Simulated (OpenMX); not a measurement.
C in OpenMX: convergence with ElectronicTemperature

The system is C.

```
C
1.0
     0.00000    1.78337    1.78337
     1.78337    0.00000    1.78337
     1.78337    1.78337    0.00000
C
2
Direct
  0.76848 0.77169 0.71691
  0.49693 0.49574 0.50130
```

This isn't the form of C at room conditions, which is graphite.

The cell isn't the ideal one: atoms moved at random, drawn with an rms of 0.05 Å.

```yaml
Program: OpenMX 3.8.5
Task: convergence study
Functional: PBE
Potentials_or_basis: OpenMX 2013 PBE set, C6.0-s2p2, grid cutoff 300 Ry
k_mesh: 9 × 9 × 9
Occupations: fermi-dirac, width 0.25852 eV
Spin: no spin polarisation
```

These are the settings of the first run; the series varies ElectronicTemperature, with any setting tied to it.

Hardware: 1 thread of Arm Neoverse V1, on a shared host.

```tsv
ElectronicTemperature	energy less the tightest run, at zero smearing (meV/atom)	SCF cycles	CPU time (s)	peak memory (GiB)
3000 K	0.03	14	34	0.23
2000 K	0.00	14	34	0.23
1200 K	0.00	14	34	0.23
800 K	0.00	14	34	0.23
500 K	0.00	14	34	0.23
300 K	0.00	14	34	0.23
150 K	0.00	14	34	0.23
75 K	0.00	14	34	0.23
```

Against the tightest run, the energy stays within 1 meV/atom from 3000 K on. The tightest run that finished is the yardstick and may itself not be fully converged.
